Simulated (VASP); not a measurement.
# Direct gap, electron mass and conduction valleys of CdTe (F-43m) under uniaxial [111] strain at the TB-mBJ level with spin-orbit coupling

A device model for a strained CdTe layer can keep a single conduction valley and the unstrained electron mass, or it must carry strain-dependent masses and further valleys. The choice affects the absorption edge, the electron mobility and the energy at which hot electrons scatter into other valleys.

The problem is to find, for strains from −2 % to +2 % along [111], how the direct gap and the electron mass at the zone centre change, and how far above the Γ level the L and Δ valleys lie. Energies are counted from the valence-band top at the zone centre, with the stress across the axis relaxed to zero. In several strained cells the true valence top lies slightly off the zone centre, so the smallest gap is marginally below the direct one.

## Calculations

The start is a typed prototype cell. The crystal was relaxed with LDA. Strain is imposed along [111]; the strain across the axis is adjusted until the stress across it vanishes, and the atoms are relaxed with LDA. VASP 6.6.1, plane waves with PAW, cutoff 450 eV, no spin polarisation. Band edges are single points at TB-mBJ with spin-orbit coupling on these cells, k mesh 7×7×7, read on short lines of k points at the zone centre and through the valleys; energies are counted from the valence-band top at the zone centre. Masses are fitted within 0.05 1/Å of the zone centre. All levels use the PAW data sets made with LDA.

Notes on method and selection:

- A valley's energy from the valence-band top holds the shift of that top as well as the shift of the valley.
- The TB-mBJ parameter c is fixed anew from the density of each cell, so it changes along the series.
- Runs that did not converge, have known faults or may not be shown are not listed, and runs on Ansatz's PAW sets soft_1 and soft_2 are kept to separate tables.

Columns:

- strain (%): strain along the axis (tension positive).
- Γ level (eV): lowest conduction level at Γ.
- Δ valley (eV): lowest conduction level along Γ–X.
- L valley (eV): lowest conduction level at the L points.
- mass, axis (mₑ): electron mass at Γ along the axis.
- mass, across (mₑ): electron mass at Γ across the axis.

## Computed values

| member | sign of the strain | strain (%) | Γ level (eV) | Δ valley (eV) | L valley (eV) | mass, axis (mₑ) | mass, across (mₑ) |
| --- | --- | --- | --- | --- | --- | --- | --- |
| −2 % | compression | −2.0 | 1.603 | 2.822 | 2.173 | 0.150 | 0.1347 |
| −1.5 % | compression | −1.5 | 1.614 | 2.865 | 2.229 | 0.147 | 0.1353 |
| −1 % | compression | −1.0 | 1.623 | 2.901 | 2.285 | 0.144 | 0.1363 |
| −0.5 % | compression | −0.5 | ? | ? | ? | ? | ? |
| 0 % | compression | 0.0 | 1.640 | 2.945 | 2.396 | 0.139 | 0.1385 |
| 0 % | tension | 0.0 | 1.640 | 2.945 | 2.396 | 0.139 | 0.1385 |
| +0.5 % | tension | 0.5 | 1.620 | 2.933 | 2.367 | 0.136 | 0.1396 |
| +1 % | tension | 1.0 | 1.601 | 2.917 | 2.339 | 0.133 | 0.1409 |
| +1.5 % | tension | 1.5 | 1.579 | 2.889 | 2.311 | 0.131 | 0.1420 |
| +2 % | tension | 2.0 | 1.556 | 2.857 | 2.282 | 0.128 | 0.1430 |

Cells marked ? are withheld until the estimate has been made.

Least-squares fits to the members shown, with x = strain (%); R² and errors in the fitted variable (y, or ln y where the fit is in ln y):

| y | sign of the strain | members | fit | R² | rms residual | leave-one-out rms | the same for the mean of the others |
| --- | --- | --- | --- | --- | --- | --- | --- |
| Γ level (eV) | compression | 4 | y = 1.6406 + 0.018286 x | 1.00 | 8.0×10⁻⁴ | 0.0022 | 0.018 |
| Γ level (eV) | tension | 5 | y = 1.641 − 0.04180 x | 1.00 | 0.0012 | 0.0022 | 0.037 |
| Δ valley (eV) | compression | 4 | y = 2.951 + 0.06040 x | 0.97 | 0.0076 | 0.022 | 0.060 |
| Δ valley (eV) | tension | 5 | y = 2.952 − 0.04400 x | 0.96 | 0.0063 | 0.013 | 0.040 |

## Reading the trend

The direct gap falls for both signs of strain, from 1.640 eV to 1.603 eV at −2 % and to 1.556 eV at +2 %. Two effects combine. The shear part of the strain splits the topmost valence level, and the upper branch rises whichever way the crystal is strained. The volume part changes sign with the strain: expansion narrows the gap and compression widens it. With the gap shift written as h x − s|x|, the two fitted slopes give

h = (−0.04180 + 0.018286) / 2 = −0.0118 eV per %

s = (0.04180 + 0.018286) / 2 = 0.0300 eV per %

The splitting term is the larger, so compression also lowers the gap, at less than half the rate of tension. The term h includes any effect of the TB-mBJ parameter c, which is fixed anew for each cell.

The difference between two conduction levels is free of the valence shift. The L valley lies 2.396 − 1.640 = 0.756 eV above Γ without strain, 0.726 eV at +2 % and 0.570 eV at −2 %. The stronger drop under compression is what theory expects when the single L valley on the strain axis is lowered; under tension the other three are lowered, each by a third as much for shear of equal size. The drops in the table, 0.756 − 0.570 = 0.186 eV and 0.756 − 0.726 = 0.030 eV, differ by more than this factor. The volume part probably accounts for the rest, since compression raises the Γ level faster than the L valleys and expansion does the reverse. The Δ valley stays at least 1.2 eV above Γ in every row shown.

From −2 % to +2 % the mass along the axis falls from 0.150 to 0.128 mₑ, while the mass across it rises from 0.1347 to 0.1430 mₑ. A smaller gap alone would lighten both. The valence splitting should lighten the across mass under tension, which is also contrary to the table. A possible cause is that stretching turns the slanted bonds towards the axis and strengthens the s–p coupling along it.

A single-valley model is therefore adequate for electrons near the band edge, but at 2 % strain the mass needs its direction dependence.

## A prediction

Plain estimates from the members shown:

- −0.5 % (compression), fit at x = −0.5: 1.631 eV
- −0.5 % (compression), straight-line interpolation between −1 % and 0 %: w = (−0.5 − (−1.0)) / (0.0 − (−1.0)) = 0.500, so 1.623 + 0.500 × (1.640 − 1.623) = 1.631 eV

The missing gap at −0.5 % lies between two shown neighbours on the compression side. Interpolation should stay on that side, because the upper valence branch changes at zero strain and the slope changes sign there. The midpoint of the neighbours is

(1.623 + 1.640) / 2 = 1.6315 eV

The same route, with neighbours 0.5 % away on either side, can be tried on four shown members:

- −1.5 %: (1.603 + 1.623) / 2 = 1.6130 eV, against 1.614 eV
- +0.5 %: (1.640 + 1.601) / 2 = 1.6205 eV, against 1.620 eV
- +1 %: (1.620 + 1.579) / 2 = 1.5995 eV, against 1.601 eV
- +1.5 %: (1.601 + 1.556) / 2 = 1.5785 eV, against 1.579 eV

The misses are 0.0010, 0.0005, 0.0015 and 0.0005 eV, or about 0.001 eV as a root mean square. They are of the order of the printed rounding and call for no correction. The line fitted to the compression side gives 1.631 eV, which agrees within the same margin.

Nothing in the other columns argues for a shift. Both valleys and both masses change steadily through the compression rows shown, and the Γ level stays well below the other valleys. The midpoint is therefore kept and rounded to 1.632 eV. The error is set at 0.001 eV, about the scatter of the four trials, which already contains the rounding of the inputs.

**Committed estimate, −0.5 % (compression): Γ level = 1.632 ± 0.001 eV.**

## The answer

| member | sign of the strain | strain (%) | Γ level (eV) | Δ valley (eV) | L valley (eV) | mass, axis (mₑ) | mass, across (mₑ) |
| --- | --- | --- | --- | --- | --- | --- | --- |
| −0.5 % | compression | −0.5 | 1.631 | 2.925 | 2.339 | 0.142 | 0.1372 |

| member | estimate | Γ level (eV) | computed | estimate − computed | miss in error bars |
| --- | --- | --- | --- | --- | --- |
| −0.5 % (compression) | committed | 1.632 | 1.631 | +0.001 | 1.0 |
| −0.5 % (compression) | fit | 1.631 | 1.631 | 0.000 |  |
| −0.5 % (compression) | interpolation | 1.631 | 1.631 | 0.000 |  |

The estimate of 1.632 eV lies 0.001 eV above the computed 1.631 eV, at the edge of its error bar. The fit and the interpolation both give 1.631 eV and did slightly better. The committed value came from the same midpoint, 1.6315 eV, rounded upwards.

Staying on the compression side was the right choice. The gap rises by (1.640 − 1.631) / 0.5 = 0.018 eV per % from −0.5 % to zero strain, then falls by (1.640 − 1.620) / 0.5 = 0.040 eV per % up to +0.5 %. This change of sign is what a valence splitting proportional to the size of the strain produces.



## Outliers

Least-squares fits to the whole series, with x = strain (%); R² and errors in the fitted variable (y, or ln y where the fit is in ln y):

| y | sign of the strain | members | fit | R² | rms residual | leave-one-out rms | the same for the mean of the others |
| --- | --- | --- | --- | --- | --- | --- | --- |
| Γ level (eV) | compression | 5 | y = 1.6404 + 0.018200 x | 1.00 | 7.3×10⁻⁴ | 0.0014 | 0.016 |
| Γ level (eV) | tension | 5 | y = 1.641 − 0.04180 x | 1.00 | 0.0012 | 0.0022 | 0.037 |
| Δ valley (eV) | compression | 5 | y = 2.953 + 0.06120 x | 0.97 | 0.0070 | 0.014 | 0.055 |
| Δ valley (eV) | tension | 5 | y = 2.952 − 0.04400 x | 0.96 | 0.0063 | 0.013 | 0.040 |

Largest departures from the fit to the whole series:

| member | sign of the strain | Γ level (eV) | fit | computed − fit | in rms residuals |
| --- | --- | --- | --- | --- | --- |
| +1 % | tension | 1.601 | 1.599 | +0.002 | 1.6 |
| −2 % | compression | 1.603 | 1.604 | −0.001 | 1.4 |
| −1.5 % | compression | 1.614 | 1.613 | +0.001 | 1.2 |
| +2 % | tension | 1.556 | 1.557 | −0.001 | 1.2 |

No row stands out. The largest departure from the two fitted lines is +0.002 eV, at +1 %, and the other listed ones are 0.001 eV in size. On each side the end row lies below its line and an inner row above it, which hints at a slight downward bend. The departures are close to the printed rounding and small beside the gap changes of 0.037 eV at −2 % and 0.084 eV at +2 %.

## What to take away

Between −2 % and +2 % the direct gap stays close to one straight line for each sign of strain. Leaving out one member at a time gives errors of 0.0014 eV under compression and 0.0022 eV under tension, so a strain between the rows can be estimated to about 0.002 eV.

With wavelength = 1240 eV nm / gap, the computed direct edge moves from 1240 / 1.640 = 756 nm without strain to 1240 / 1.556 = 797 nm at +2 %. The L valley remains at least 0.570 eV above Γ in the rows, so it matters for hot electrons rather than for those at the band edge.

Temperature is left out; warming to room temperature lowers the gap by roughly 0.1 eV, slightly more than the whole spread of the column. TB-mBJ also tends to make electron masses too heavy, often by some tens of per cent, so the changes of mass with strain are more useful than the absolute masses.
